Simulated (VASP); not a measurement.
# TiO2 (P4_2/mnm) in VASP: notebook

One crystal, TiO2, is run at these levels: PBE; tasks: dielectric tensor.

Program: VASP 6.6.1. These are calculated values, not measurements. Logs are shortened: lines on timing, memory, paths and dates and some standing lists are left out, and cuts for length are marked.

## (1) Starting point

The structure is tetragonal, space group P4_2/mnm (No. 136). The conventional cell has a = 4.600 Å, b = 4.600 Å, c = 2.959 Å, α = 90.00°, β = 90.00°, γ = 90.00°. Around Ti (site symmetry mmm) lie 6 O at 1.95 to 1.98 Å. O (site symmetry m2m) is surrounded by 3 Ti at 1.95 to 1.98 Å.

The cell is a database's computed one.

## (2) Dielectric tensor, PBE

Input file INCAR:

```
  ALGO = Normal
  EDIFF = 1E-8
  ENCUT = 400
  GGA = PE
  ISIF = 2
  ISMEAR = 0
  LASPH = True
  LCHARG = False
  LEPSILON = True
  LREAL = False
  LWAVE = False
  NELM = 100
  PREC = Accurate
  SIGMA = 0.01
```

Input file KPOINTS:

```
k-points
0
Gamma
  5 5 7
```

Input file POSCAR:

```
TiO2
1.0
    4.5998373239      0.0000000000      0.0000000000
    0.0000000000      4.5998373239      0.0000000000
    0.0000000000      0.0000000000      2.9592135600
Ti O
2 4
Direct
    0.0000000000      0.0000000000      0.5000000000
    0.5000000000      0.5000000000      0.0000000000
    0.3043213200      0.3043213200      0.5000000000
    0.1956786800      0.8043213200      0.0000000000
    0.8043213200      0.1956786800      0.0000000000
    0.6956786800      0.6956786800      0.5000000000
```

Potentials or basis: VASP PAW PBE potentials, release 64 (Ti_sv, O).

Launch:

```bash
cat potpaw_PBE.64/Ti_sv/POTCAR potpaw_PBE.64/O/POTCAR > POTCAR
mpirun -np 1 vasp_std > vasp.out
```

OUTCAR:

```text
EDIFF = 1E-8
   ENCUT = 400
   GGA = PE
   ISIF = 2
   ISMEAR = 0
   LASPH = True
   LEPSILON = True
   LREAL = False
   NELM = 100
   PREC = Accurate

 Found     24 irreducible k-points:

 Following reciprocal coordinates:
            Coordinates               Weight
  0.000000  0.000000  0.000000      1.000000
  0.200000  0.000000  0.000000      4.000000
  0.400000  0.000000  0.000000      4.000000
  0.200000  0.200000  0.000000      4.000000
  0.400000  0.200000  0.000000      8.000000
  0.400000  0.400000  0.000000      4.000000
   k-points           NKPTS =     24   k-points in BZ     NKDIM =     24   number of bands    NBANDS=     28
   number of dos      NEDOS =    301   number of ions     NIONS =      6
   total plane-waves  NPLWV =  18000
   dimension x,y,z NGX =    30 NGY =   30 NGZ =   20
   dimension x,y,z NGXF=    60 NGYF=   60 NGZF=   40
   ions per type =               2   4
   NGX,Y,Z   is equivalent  to a cutoff of  10.84, 10.84, 11.24 a.u.
   NGXF,Y,Z  is equivalent  to a cutoff of  21.69, 21.69, 22.47 a.u.
 SYSTEM =  unknown system
   PREC   = accura    normal or accurate (medium, high low for compatibility)
   ISTART =      0    job   : 0-new  1-cont  2-samecut
   ICHARG =      2    charge: 1-file 2-atom 10-const
   ISPIN  =      1    spin polarized calculation?
   LNONCOLLINEAR =      F non collinear calculations
   LSORBIT =      F    spin-orbit coupling
   LASPH  =      T    aspherical Exc in radial PAW
   ENCUT  =  400.0 eV  29.40 Ry    5.42 a.u.   7.50  7.50  4.83*2*pi/ulx,y,z
   NELM   =    100;   NELMIN=  2; NELMDL= -5     # of ELM steps
   EDIFF  = 0.1E-07   stopping-criterion for ELM
   LREAL  =      F    real-space projection
   EDIFFG = 0.1E-06   stopping-criterion for IOM
   NSW    =      0    number of steps for IOM
   IBRION =     -1    ionic relax: 0-MD 1-quasi-New 2-CG
   NFREE  =      0    steps in history (QN), initial steepest desc. (CG)
   ISIF   =      2    stress and relaxation
   ISYM   =      2    0-nonsym 1-usesym 2-fastsym
   POTIM  = 0.5000    time-step for ionic-motion
   TEBEG  =    0.0;   TEEND  =   0.0 temperature during run
   PSTRESS=    0.0 pullay stress
   NELECT =      48.0000    total number of electrons
   NUPDOWN=      -1.0000    fix difference up-down
   EMIN   =  10.00;   EMAX   =-10.00  energy-range for DOS
   EFERMI =   0.00;   METHOD = LEGACY
   ISMEAR =     0;   SIGMA  =   0.01  broadening in eV -4-tet -1-fermi 0-gaus
   EFERMI_NEDOS =   21; number of points for ismear=-14 and -15
   IALGO  =     38    algorithm
   IMIX   =      4    mixing-type and parameters
[... 246 lines left out ...]

  FREE ENERGIE OF THE ION-ELECTRON SYSTEM (eV)
  ---------------------------------------------------
  free  energy   TOTEN  =       -53.7131851578 eV

  energy  without entropy=      -53.7131851578  energy(sigma->0) =      -53.71318516

 HEAD OF MICROSCOPIC STATIC DIELECTRIC TENSOR (INDEPENDENT PARTICLE, excluding Hartree and local field effects)
 ------------------------------------------------------
           7.631484     0.000000     0.000000
           0.000000     7.631484     0.000000
           0.000000     0.000000     8.969660
 ------------------------------------------------------

 Free energy of the ion-electron system (eV)
  ---------------------------------------------------
  ---------------------------------------------------
  free energy    TOTEN  =        -1.16586026 eV

  energy without entropy =       -1.16586026

------------------------ aborting loop because EDIFF is reached ----------------------------------------

--------------------------------------- Ionic step        2  -------------------------------------------

------------------------ aborting loop because EDIFF is reached ----------------------------------------

--------------------------------------- Ionic step        3  -------------------------------------------

 Free energy of the ion-electron system (eV)
  ---------------------------------------------------
  ---------------------------------------------------
  free energy    TOTEN  =        -1.42521274 eV

  energy without entropy =       -1.42521274

------------------------ aborting loop because EDIFF is reached ----------------------------------------

 PIEZOELECTRIC TENSOR FIELD DIRECTION 3  (e Angst)
 -----------------------------------------------------------------------------
    -0.00130  0.00000  0.00000           (  0.00016  0.00000  0.00000)
     0.00000 -0.00130  0.00000           (  0.00000  0.00016  0.00000)
     0.00000  0.00000  0.00039           (  0.00000  0.00000 -0.00042)

 PIEZOELECTRIC TENSOR FIELD DIRECTION 3  (C/m^2)
 -----------------------------------------------------------------------------
    -0.00033  0.00000  0.00000
     0.00000 -0.00033  0.00000
     0.00000  0.00000  0.00010

 MACROSCOPIC STATIC DIELECTRIC TENSOR (including local field effects in DFT)
 ------------------------------------------------------
           7.431469    -0.000000     0.000000
           0.000000     7.431469     0.000000
           0.000000     0.000000     8.857772
 ------------------------------------------------------

 PIEZOELECTRIC TENSOR (including local field effects)  for field in x, y, z        (e  Angst)
          XX          YY          ZZ          XY          YZ          ZX
  --------------------------------------------------------------------------------
  x     0.00000     0.00000     0.00000     0.00000     0.00000     0.00000
  y     0.00000     0.00000     0.00000     0.00000     0.00000     0.00000
  z     0.00000     0.00000     0.00000     0.00000     0.00000     0.00000

 PIEZOELECTRIC TENSOR (including local field effects)  for field in x, y, z        (C/m^2)
          XX          YY          ZZ          XY          YZ          ZX
  --------------------------------------------------------------------------------
  x     0.00000     0.00000     0.00000     0.00000     0.00000     0.00000
  y     0.00000     0.00000     0.00000     0.00000     0.00000     0.00000
  z     0.00000     0.00000     0.00000     0.00000     0.00000     0.00000

 BORN EFFECTIVE CHARGES (including local field effects) (in |e|, cummulative output)
 ---------------------------------------------------------------------------------
 ion    1
    1     6.32811     1.03026     0.00000
    2     1.03026     6.32811     0.00000
    3     0.00000     0.00000     7.70070
 ion    2
    1     6.32811    -1.03026     0.00000
    2    -1.03026     6.32811     0.00000
    3     0.00000     0.00000     7.70070
 ion    3
    1    -3.16405    -1.81561     0.00000
    2    -1.81561    -3.16405     0.00000
    3     0.00000     0.00000    -3.85035
 ion    4
    1    -3.16405     1.81561     0.00000
    2     1.81561    -3.16405     0.00000
    3     0.00000     0.00000    -3.85035
 ion    5
    1    -3.16405     1.81561     0.00000
    2     1.81561    -3.16405     0.00000
    3     0.00000     0.00000    -3.85035
 ion    6
    1    -3.16405    -1.81561     0.00000
    2    -1.81561    -3.16405     0.00000
    3     0.00000     0.00000    -3.85035
```

OSZICAR:

```text
N       E                     dE             d eps       ncg     rms          rms(c)
DAV:   1     0.618203348955E+03    0.61820E+03   -0.21903E+04  1344   0.172E+03
DAV:   2     0.210985507153E+02   -0.59710E+03   -0.57867E+03  1632   0.540E+02
DAV:   3    -0.658723336907E+02   -0.86971E+02   -0.85640E+02  1996   0.196E+02
[... 11 lines left out ...]
RMM:  24    -0.142521278449E+01   -0.19427E-07   -0.44492E-06  2493   0.169E-03    0.120E-05
RMM:  25    -0.142521277548E+01    0.90072E-08    0.51956E-06  2488   0.170E-03    0.170E-05
RMM:  26    -0.142521276095E+01    0.14531E-07   -0.42035E-06  2494   0.169E-03    0.114E-05
RMM:  27    -0.142521274552E+01    0.15429E-07    0.30014E-06  2474   0.169E-03    0.158E-05
RMM:  28    -0.142521275324E+01   -0.77185E-08   -0.38147E-06  2459   0.169E-03    0.103E-05
RMM:  29    -0.142521277958E+01   -0.26338E-07    0.28265E-07  2464   0.169E-03    0.146E-05
RMM:  30    -0.142521274034E+01    0.39242E-07   -0.60757E-06  2453   0.169E-03    0.924E-06
```

stdout:

```text
POSCAR found type information on POSCAR TiO
 POSCAR found :  2 types and       6 ions
 scaLAPACK will be used
 LDA part: xc-table for (Slater+PW92), standard interpolation
 POSCAR, INCAR and KPOINTS ok, starting setup
 FFT: planning ... GRIDC
 FFT: planning ... GRID_SOFT
 FFT: planning ... GRID
 WAVECAR not read
 entering main loop
 Linear response reoptimize wavefunctions to high precision
 Linear response G [H, r] |phi>, progress :
  Direction:   1
 Linear response G [H, r] |phi>, progress :
  Direction:   2
 Linear response G [H, r] |phi>, progress :
  Direction:   3
 Linear response to external field (no local field effect), progress :
  Direction:   1
 dielectric tensor                  component  1 :     7.871    -0.503    -1.384
 Linear response to external field (no local field effect), progress :
  Direction:   2
 dielectric tensor                  component  2 :    -0.503     7.392    -0.240
 Linear response to external field (no local field effect), progress :
  Direction:   3
 dielectric tensor                  component  3 :    -1.384    -0.240     8.970
 Linear response to external field, progress :
  Direction:   1
 dielectric tensor                  component  1 :     7.431    -0.444    -0.828
 Linear response to external field, progress :
  Direction:   2
 dielectric tensor                  component  2 :    -0.445     7.431    -0.827
 Linear response to external field, progress :
  Direction:   3
 dielectric tensor                  component  3 :    -1.382    -0.240     8.858
 Born effective charges drift removed
```

It took 6 min on 1 thread of AMD EPYC 9R45 (Zen 5), shared host; peak memory 0.21 GiB.

The run converged, but some of its settings lie outside the range that counts as converged, so its numbers aren't taken as properties of the crystal.

What came out:

```yaml
Band_gap_on_the_k_mesh: 1.85 eV, direct
Electronic_dielectric_tensor_diagonal: 7.43, 7.43, 8.86
Born_charges_mean_of_the_diagonal: Ti +6.79; O -3.39 e
```

Caveat: an odd mesh through Γ misses points on the zone boundary, where band edges often lie.

## (3) Dielectric tensor, PBE

Changes to INCAR since step 2:

```diff
@@ -1,3 +1,3 @@
   ALGO = Normal
-  EDIFF = 1E-8
+  EDIFF = 1E-7
   ENCUT = 400
```

KPOINTS is that of step 2.

POSCAR is that of step 2.

Potentials or basis: VASP PAW PBE potentials, release 64 (Ti_sv, O).

Launch:

```bash
cat potpaw_PBE.64/Ti_sv/POTCAR potpaw_PBE.64/O/POTCAR > POTCAR
mpirun -np 1 vasp_std > vasp.out
```

OUTCAR:

```text
EDIFF = 1E-7
   ENCUT = 400
   GGA = PE
   ISIF = 2
   ISMEAR = 0
   LASPH = True
   LEPSILON = True
   LREAL = False
   NELM = 100
   PREC = Accurate

 Found     24 irreducible k-points:

 Following reciprocal coordinates:
            Coordinates               Weight
  0.000000  0.000000  0.000000      1.000000
  0.200000  0.000000  0.000000      4.000000
  0.400000  0.000000  0.000000      4.000000
  0.200000  0.200000  0.000000      4.000000
  0.400000  0.200000  0.000000      8.000000
  0.400000  0.400000  0.000000      4.000000
   k-points           NKPTS =     24   k-points in BZ     NKDIM =     24   number of bands    NBANDS=     28
   number of dos      NEDOS =    301   number of ions     NIONS =      6
   total plane-waves  NPLWV =  18000
   dimension x,y,z NGX =    30 NGY =   30 NGZ =   20
   dimension x,y,z NGXF=    60 NGYF=   60 NGZF=   40
   ions per type =               2   4
   NGX,Y,Z   is equivalent  to a cutoff of  10.84, 10.84, 11.24 a.u.
   NGXF,Y,Z  is equivalent  to a cutoff of  21.69, 21.69, 22.47 a.u.
 SYSTEM =  unknown system
   PREC   = accura    normal or accurate (medium, high low for compatibility)
   ISTART =      0    job   : 0-new  1-cont  2-samecut
[... 313 lines left out ...]
 -----------------------------------------------------------------------------
    -0.00125  0.00000  0.00000           (  0.00017  0.00000  0.00000)
     0.00000 -0.00125  0.00000           (  0.00000  0.00017  0.00000)
     0.00000  0.00000  0.00033           (  0.00000  0.00000 -0.00043)

 PIEZOELECTRIC TENSOR FIELD DIRECTION 3  (C/m^2)
 -----------------------------------------------------------------------------
    -0.00032  0.00000  0.00000
     0.00000 -0.00032  0.00000
     0.00000  0.00000  0.00008

 MACROSCOPIC STATIC DIELECTRIC TENSOR (including local field effects in DFT)
 ------------------------------------------------------
           7.431462     0.000000     0.000000
          -0.000000     7.431462     0.000000
           0.000000     0.000000     8.857797
 ------------------------------------------------------

 PIEZOELECTRIC TENSOR (including local field effects)  for field in x, y, z        (e  Angst)
          XX          YY          ZZ          XY          YZ          ZX
  --------------------------------------------------------------------------------
  x     0.00000     0.00000     0.00000     0.00000     0.00000     0.00000
  y     0.00000     0.00000     0.00000     0.00000     0.00000     0.00000
  z     0.00000     0.00000     0.00000     0.00000     0.00000     0.00000

 PIEZOELECTRIC TENSOR (including local field effects)  for field in x, y, z        (C/m^2)
          XX          YY          ZZ          XY          YZ          ZX
  --------------------------------------------------------------------------------
  x     0.00000     0.00000     0.00000     0.00000     0.00000     0.00000
  y     0.00000     0.00000     0.00000     0.00000     0.00000     0.00000
  z     0.00000     0.00000     0.00000     0.00000     0.00000     0.00000

 BORN EFFECTIVE CHARGES (including local field effects) (in |e|, cummulative output)
 ---------------------------------------------------------------------------------
 ion    1
    1     6.32809     1.03027     0.00000
    2     1.03027     6.32809     0.00000
    3     0.00000     0.00000     7.70070
 ion    2
    1     6.32809    -1.03027     0.00000
    2    -1.03027     6.32809     0.00000
    3     0.00000     0.00000     7.70070
 ion    3
    1    -3.16405    -1.81558     0.00000
    2    -1.81558    -3.16405     0.00000
    3     0.00000     0.00000    -3.85035
 ion    4
    1    -3.16405     1.81558     0.00000
    2     1.81558    -3.16405     0.00000
    3     0.00000     0.00000    -3.85035
 ion    5
    1    -3.16405     1.81558     0.00000
    2     1.81558    -3.16405     0.00000
    3     0.00000     0.00000    -3.85035
 ion    6
    1    -3.16405    -1.81558     0.00000
    2    -1.81558    -3.16405     0.00000
    3     0.00000     0.00000    -3.85035
```

stdout:

```text
POSCAR found type information on POSCAR TiO
 POSCAR found :  2 types and       6 ions
 scaLAPACK will be used
 LDA part: xc-table for (Slater+PW92), standard interpolation
 POSCAR, INCAR and KPOINTS ok, starting setup
 FFT: planning ... GRIDC
 FFT: planning ... GRID_SOFT
 FFT: planning ... GRID
 WAVECAR not read
 entering main loop
 Linear response reoptimize wavefunctions to high precision
 Linear response G [H, r] |phi>, progress :
  Direction:   1
 Linear response G [H, r] |phi>, progress :
  Direction:   2
 Linear response G [H, r] |phi>, progress :
  Direction:   3
 Linear response to external field (no local field effect), progress :
  Direction:   1
 dielectric tensor                  component  1 :     7.871    -0.503    -1.384
 Linear response to external field (no local field effect), progress :
  Direction:   2
 dielectric tensor                  component  2 :    -0.503     7.392    -0.240
 Linear response to external field (no local field effect), progress :
  Direction:   3
 dielectric tensor                  component  3 :    -1.384    -0.239     8.970
 Linear response to external field, progress :
  Direction:   1
 dielectric tensor                  component  1 :     7.431    -0.444    -0.828
 Linear response to external field, progress :
  Direction:   2
 dielectric tensor                  component  2 :    -0.445     7.431    -0.827
 Linear response to external field, progress :
  Direction:   3
 dielectric tensor                  component  3 :    -1.382    -0.240     8.858
 Born effective charges drift removed
```

It took 6.2 min on 1 thread of AMD EPYC 9R45 (Zen 5), shared host; peak memory 0.21 GiB.

The run converged, but some of its settings lie outside the range that counts as converged, so its numbers aren't taken as properties of the crystal.

What came out:

| Item | Value |
| --- | --- |
| Band gap on the k mesh | 1.85 eV, direct |
| Electronic dielectric tensor (diagonal) | 7.43, 7.43, 8.86 |
| Born charges (mean of the diagonal) | Ti +6.79; O -3.39 e |

Caveat: an odd mesh through Γ misses points on the zone boundary, where band edges often lie.

[end of part 1 of 2]
